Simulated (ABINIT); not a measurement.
# Pd (Im-3m) in ABINIT: band structure with PBEsol

Aim: the band structure of Pd with PBEsol.

All numbers are computed with ABINIT 10.8.3 (patched build); they aren't measurements. Logs are shortened: lines on timing, memory, paths and dates and some standing lists are left out, and cuts for length are marked. The log counts tension as positive stress, the text compression.

### 1 The crystal as given

It takes space group Im-3m (No. 229, cubic). Conventional cell: a = 3.145 Å, b = 3.145 Å, c = 3.145 Å, α = 90.00°, β = 90.00°, γ = 90.00°. Around Pd (site symmetry m-3m) lie 8 Pd at 2.72 Å.

This isn't the form of Pd at room conditions, which is fcc.

### 2 Band structure, PBEsol

Input file run.abi:

```
# Datasets: ground state, then fixed potential
ndtset 2

# Pseudopotentials
pp_dirpath "./"
pseudos "Pd.upf"

# Structure
acell 2.7232705758 2.7232705758 2.7232705758 Angstrom
rprim
    -0.5773502692     0.5773502692     0.5773502692
     0.5773502692    -0.5773502692     0.5773502692
     0.5773502692     0.5773502692    -0.5773502692
ntypat 1
znucl 46
natom 1
typat 1
xred
     0.0000000000     0.0000000000     0.0000000000

# Plane-wave basis
ecut 41.0

# Exchange and correlation
ixc -116133

# Bands and occupations
occopt 3
tsmear 0.05 eV

# SCF cycle
nstep 100

# Output
iomode 3
prtwf 0
prteig 0
prtebands 0
enunit 1
prtden1 1

# Dataset 1
kptopt1 1
ngkpt1 12 12 12
nshiftk1 1
shiftk1 0.0 0.0 0.0
nband1 13
tolvrs1 1.0e-10

# Dataset 2: bands along G-H-N-G-P-H
iscf2 -2
getden2 1
nband2 19
nbdbuf2 4
tolwfr2 1.0e-11
kptopt2 -5
ndivsm2 6
prteig2 1
kptbounds2
     0.0000000000     0.0000000000     0.0000000000
     0.5000000000    -0.5000000000     0.5000000000
     0.0000000000     0.0000000000     0.5000000000
     0.0000000000     0.0000000000     0.0000000000
     0.2500000000     0.2500000000     0.2500000000
     0.5000000000    -0.5000000000     0.5000000000
```

Potentials or basis: PseudoDojo NC SR PBEsol v0.4.1 standard.

Run with:

```sh
$ abinit run.abi > log 2>&1
```

run.abo:

```text
.Version 10.8.3 of ABINIT
 DATASET    1 : space group Im -3 m (#229); Bravais cI (body-center cubic)
================================================================================
 Values of the parameters that define the memory need for DATASET  1.
     intxc =       0    ionmov =       0      iscf =       7    lmnmax =       6
     lnmax =       6     mgfft =      30  mpssoang =       3    mqgrid =    3001
     natom =       1  nloc_mem =       1    nspden =       1   nspinor =       1
    nsppol =       1      nsym =      48    n1xccc =    2501    ntypat =       1
    occopt =       3   xclevel =       2
       mpw =        1333          nfft =       27000          nkpt =          72
================================================================================
================================================================================

 DATASET    2 : space group Im -3 m (#229); Bravais cI (body-center cubic)
================================================================================
 Values of the parameters that define the memory need for DATASET  2.
     intxc =       0    ionmov =       0      iscf =      -2    lmnmax =       6
     lnmax =       6     mgfft =      30  mpssoang =       3    mqgrid =    3001
     natom =       1  nloc_mem =       1    nspden =       1   nspinor =       1
    nsppol =       1      nsym =      48    n1xccc =    2501    ntypat =       1
    occopt =       3   xclevel =       2
       mpw =        1337          nfft =       27000          nkpt =          35
================================================================================
================================================================================

--------------------------------------------------------------------------------
------------- Echo of variables that govern the present computation ------------
--------------------------------------------------------------------------------
 -outvars: echo values of preprocessed input variables --------
            acell      5.1462355550E+00  5.1462355550E+00  5.1462355550E+00 Bohr
              amu      1.06420000E+02
             ecut      4.10000000E+01 Hartree
           enunit           1
           getden1          0
           getden2          1
             iscf1          7
             iscf2         -2
                       outvar_i_n : Printing only first  50 k-points.
              ixc     -116133
           jdtset        1    2
                       outvar_i_n : Printing only first  50 k-points.
           kptopt1          1
           kptopt2         -5
         kptrlatt       12    0    0      0   12    0      0    0   12
          kptrlen1     6.17548267E+01
          kptrlen2     3.00000000E+01
            natom           1
            nband1         13
            nband2         19
           nbdbuf1          0
           nbdbuf2          4
           ndtset           2
           ndivsm1          0
           ndivsm2          6
            ngfft          30      30      30
             nkpt1         72
             nkpt2         35
            nstep         100
             nsym          48
           ntypat           1
                       prtocc : prtvol=0, do not print more k-points.
           occopt           3
        prtebands           0
           prteig1          0
           prteig2          1
            prtwf           0
            rprim     -5.7735026920E-01  5.7735026920E-01  5.7735026920E-01
                       5.7735026920E-01 -5.7735026920E-01  5.7735026920E-01
                       5.7735026920E-01  5.7735026920E-01 -5.7735026920E-01
           shiftk1     0.00000000E+00  0.00000000E+00  0.00000000E+00
           shiftk2     5.00000000E-01  5.00000000E-01  5.00000000E-01
          spgroup         229
           tolvrs1     1.00000000E-10
           tolvrs2     0.00000000E+00
           tolwfr1     0.00000000E+00
           tolwfr2     1.00000000E-11
           tsmear      1.83746611E-03 Hartree
            typat      1
                       outvars : Printing only first  50 k-points.
            znucl       46.00000

================================================================================

 chkinp: Checking input parameters for consistency, jdtset=   1.

 chkinp: Checking input parameters for consistency, jdtset=   2.

================================================================================
[... 159 lines left out ...]
 getcut: wavevector=  0.0000  0.0000  0.0000  ngfft=  30  30  30
         ecut(hartree)=     41.000   => boxcut(ratio)=   2.02243
--------------------------------------------------------------------------------

================================================================================
 Non-SCF case, kpt    1 (  0.00000  0.00000  0.00000), residuals and eigenvalues=
  8.92E-12  8.87E-12  4.41E-12  5.31E-12  1.68E-12  2.00E-12  4.70E-12  3.62E-12
  1.42E-12  2.79E-12  7.05E-12  9.94E-12  4.94E-12  1.99E-12  8.56E-12  1.38E-11
  5.76E-12  3.27E-09  4.67E-12
 -2.6600E+00 -1.3944E+00 -1.3944E+00 -1.3944E+00  1.7086E-01  3.2138E-01
  3.2138E-01  3.2138E-01  3.9031E-01  3.9031E-01  1.1351E+00  1.1351E+00
  1.1351E+00  1.4199E+00  1.4199E+00  1.4719E+00  1.4719E+00  1.4719E+00
  1.5962E+00
 Non-SCF case, kpt    2 (  0.06250 -0.06250  0.06250), residuals and eigenvalues=
  2.91E-12  6.91E-12  1.94E-12  9.20E-12  8.72E-12  6.12E-12  8.82E-12  3.81E-12
  8.16E-12  3.93E-12  7.86E-12  2.76E-12  4.83E-12  5.73E-12  4.55E-12  6.90E-12
  6.63E-12  8.27E-08  1.64E-06
 -2.6599E+00 -1.3951E+00 -1.3948E+00 -1.3948E+00  1.8138E-01  3.2169E-01
  3.2169E-01  3.2501E-01  3.8381E-01  3.9280E-01  1.1191E+00  1.1458E+00
[... 252 lines left out ...]
  3.56E-12  2.50E-12  4.65E-12  6.85E-12  7.28E-12  8.23E-12  3.66E-12  2.57E-12
  6.86E-09  3.78E-08  9.33E-08
 -2.6571E+00 -1.4040E+00 -1.4040E+00 -1.4031E+00  2.4953E-01  2.4953E-01
  4.0881E-01  4.2634E-01  4.2634E-01  7.4736E-01  7.4736E-01  7.5004E-01
  1.0599E+00  1.0599E+00  1.0795E+00  1.4815E+00  1.7506E+00  1.8350E+00
  1.8350E+00
 Non-SCF case, kpt   35 (  0.50000 -0.50000  0.50000), residuals and eigenvalues=
  7.08E-12  5.91E-12  5.16E-12  1.03E-12  1.10E-12  2.99E-12  1.47E-12  1.36E-12
  1.52E-12  7.07E-12  4.21E-12  2.54E-12  1.50E-12  6.94E-12  5.77E-12  9.67E-13
  1.18E-08  3.76E-08  2.35E-07
 -2.6570E+00 -1.4040E+00 -1.4040E+00 -1.4040E+00  2.4401E-01  2.4401E-01
  4.2975E-01  4.2975E-01  4.2975E-01  7.5253E-01  7.5253E-01  7.5253E-01
  1.0406E+00  1.0470E+00  1.0470E+00  1.4804E+00  1.8425E+00  1.8425E+00
  1.8425E+00

--- !ResultsGS
iteration_state: {dtset: 2, }
comment   : Summary of ground state results
lattice_vectors:
- [ -2.9711805,   2.9711805,   2.9711805, ]
- [  2.9711805,  -2.9711805,   2.9711805, ]
- [  2.9711805,   2.9711805,  -2.9711805, ]
lattice_lengths: [   5.14624,    5.14624,    5.14624, ]
lattice_angles: [109.471, 109.471, 109.471, ] # degrees, (23, 13, 12)
lattice_volume:   1.0491730E+02
convergence: {deltae:  0.000E+00, res2:  0.000E+00, residm:  9.979E-12, diffor:  0.000E+00, }
etotal    :  -1.34859079E+02
entropy   :   0.00000000E+00
fermie    :   4.21655117E-01
cartesian_stress_tensor: null
pressure_GPa: null
xred      :
- [  0.0000E+00,   0.0000E+00,   0.0000E+00, Pd]
cartesian_forces: null
force_length_stats: {min: null, max: null, mean: null, }
...

 Integrated electronic density in atomic spheres:
 ------------------------------------------------
 Atom  Sphere_radius  Integrated_density
    1        2.00000         15.21417480
================================================================================

 ----iterations are completed or convergence reached----

 Mean square residual over all n,k,spin=   39.447E-13; max=  99.791E-13
 reduced coordinates (array xred) for    1 atoms
       0.000000000000      0.000000000000      0.000000000000

 cartesian coordinates (angstrom) at end:
    1      0.00000000000000     0.00000000000000     0.00000000000000
 length scales=  5.146235555005  5.146235555005  5.146235555005 bohr
              =  2.723270575800  2.723270575800  2.723270575800 angstroms
 Eigenvalues (   eV  ) for nkpt=  35  k points:
 kpt#   1, nband= 19, wtk=  1.00000, kpt=  0.0000  0.0000  0.0000 (reduced coord)
 -72.38347  -37.94434  -37.94434  -37.94434    4.64942    8.74518    8.74518    8.74518
  10.62075   10.62075   30.88691   30.88691   30.88691   38.63879   38.63879   40.05150
  40.05150   40.05150   43.43378
 kpt#   2, nband= 19, wtk=  1.00000, kpt=  0.0625 -0.0625  0.0625 (reduced coord)
 -72.37990  -37.96163  -37.95379  -37.95379    4.93558    8.75365    8.75365    8.84390
  10.44393   10.68862   30.45212   31.17951   31.17951   35.64893   38.59494   38.59494
  39.75425   42.44100   43.26562
 kpt#   3, nband= 19, wtk=  1.00000, kpt=  0.1250 -0.1250  0.1250 (reduced coord)
 -72.36989  -38.00756  -37.98090  -37.98090    5.73611    8.80965    8.80965    9.12990
   9.95284   10.88414   29.65490   31.54710   31.54710   32.28177   36.76044   36.76044
  42.53894   42.81187   44.32289
 kpt#   4, nband= 19, wtk=  1.00000, kpt=  0.1875 -0.1875  0.1875 (reduced coord)
 -72.35535  -38.06729  -38.02202  -38.02202    6.82166    8.98420    8.98420    9.25099
   9.57227   11.25747   29.01448   29.66141   30.32438   30.32438   37.10238   37.10238
  42.19523   45.48843   46.31864
 kpt#   5, nband= 19, wtk=  1.00000, kpt=  0.2500 -0.2500  0.2500 (reduced coord)
[... 109 lines left out ...]
  11.07503   19.44150   19.44150   20.01394   31.49808   31.49808   33.62541   38.96620
  43.95787   48.33546   48.33546
 kpt#  33, nband= 19, wtk=  1.00000, kpt=  0.4286 -0.2857  0.4286 (reduced coord)
 -72.30934  -38.20703  -38.20703  -38.11801    7.20557    7.20557    9.85374   11.36246
  11.36246   19.94837   19.94837   20.23453   29.86739   29.86739   31.93638   39.79616
  44.63269   49.28248   49.28248
 kpt#  34, nband= 19, wtk=  1.00000, kpt=  0.4643 -0.3929  0.4643 (reduced coord)
 -72.30225  -38.20528  -38.20528  -38.18003    6.78995    6.78995   11.12439   11.60118
  11.60118   20.33661   20.33661   20.40961   28.84021   28.84021   29.37538   40.31322
  47.63740   49.93389   49.93389
 kpt#  35, nband= 19, wtk=  1.00000, kpt=  0.5000 -0.5000  0.5000 (reduced coord)
 -72.29957  -38.20425  -38.20425  -38.20425    6.63987    6.63987   11.69413   11.69413
  11.69413   20.47730   20.47730   20.47730   28.31708   28.49029   28.49029   40.28338
  50.13691   50.13691   50.13691

== END DATASET(S) ==============================================================
================================================================================

 -outvars: echo values of variables after computation  --------
            acell      5.1462355550E+00  5.1462355550E+00  5.1462355550E+00 Bohr
           etotal1    -1.3485907944E+02
            fcart1    -0.0000000000E+00 -0.0000000000E+00 -0.0000000000E+00
            rprim     -5.7735026920E-01  5.7735026920E-01  5.7735026920E-01
                       5.7735026920E-01 -5.7735026920E-01  5.7735026920E-01
                       5.7735026920E-01  5.7735026920E-01 -5.7735026920E-01
           strten1     3.4597377854E-04  3.4597377854E-04  3.4597377854E-04
                       0.0000000000E+00  0.0000000000E+00  0.0000000000E+00
 Calculation completed.
```

Wall time 34 s (1 thread of Arm Neoverse V1, shared host); peak memory 0.1 GiB.

Results:

| Item | Value |
| --- | --- |
| Free energy | -3669.7025 eV |
| Pressure | -10.2 GPa |
| Band gap on the k mesh | none (metal or under the smearing width) |
| Valence electrons inside the program's atomic spheres | Pd 15.21 (radii [1.0584] Å) |

Levels at the corners of the path, in eV from the Fermi level:
| point | band 7 | band 8 | band 9 | band 10 | band 11 | band 12 |
| --- | --- | --- | --- | --- | --- | --- |
| Γ | -2.73 | -2.73 | -0.85 | -0.85 | 19.41 | 19.41 |
| H | 0.22 | 0.22 | 0.22 | 9.00 | 9.00 | 9.00 |
| N | -0.93 | -0.64 | 0.58 | 1.42 | 7.49 | 15.07 |
| Γ | -2.73 | -2.73 | -0.85 | -0.85 | 19.41 | 19.41 |
| P | -3.32 | -0.59 | -0.59 | 8.46 | 9.19 | 9.19 |
| H | 0.22 | 0.22 | 0.22 | 9.00 | 9.00 | 9.00 |
